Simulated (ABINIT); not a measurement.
Ti:

```xyz
2
Lattice="2.9500 0.0000 0.0000 -1.4750 2.5548 0.0000 0.0000 0.0000 4.6800" Properties=species:S:1:pos:R:3 pbc="T T T"
Ti    1.4750    0.8516    3.5100
Ti    0.0000    1.7032    1.1700
```

| Property | Result |
| --- | --- |
| Program | ABINIT 10.8.3 (patched build) |
| Task | relaxation of cell and atoms |
| Functional | AM05 |
| Potentials or basis | JTH PAW PBE v2.0 |
| Cutoff | 408 eV |
| k mesh | 8 × 8 × 4 |
| Occupations | fermi-dirac, width 0.05 eV |
| Spin | no spin polarisation |

At the start: pressure -5.4 GPa; volume 17.64 Å³/atom.

**Question.** How do energy, volume and symmetry change on relaxing?

**Answer.** Over 8 steps the energy falls by 15.4 meV/atom and the volume is 16.77 Å³/atom (-4.9 %); space group P6_3/mmc (No. 194, to 0.05 Å).

The path:
```csv
step,energy change (eV),largest force (eV/Å),pressure (GPa),volume (Å³)
1,0.0000,0.0000,-5.44,35.27
2,-0.0168,0.0000,-3.76,34.69
3,-0.0306,0.0000,0.26,33.47
4,-0.0307,0.0000,0.02,33.53
5,-0.0308,0.0000,-0.06,33.55
6,-0.0309,0.0000,-0.09,33.56
7,-0.0309,0.0000,-0.03,33.55
8,-0.0309,0.0000,0.00,33.54
```

Final structure:
```xyz
2
Lattice="2.9083 0.0000 0.0000 -1.4541 2.5186 0.0000 0.0000 0.0000 4.5789" Properties=species:S:1:pos:R:3 pbc="T T T"
Ti    1.4541    0.8395    3.4342
Ti    0.0000    1.6791    1.1447
```

Caveat: the PAW data sets were made with another functional, which shifts forces and pressure a little.
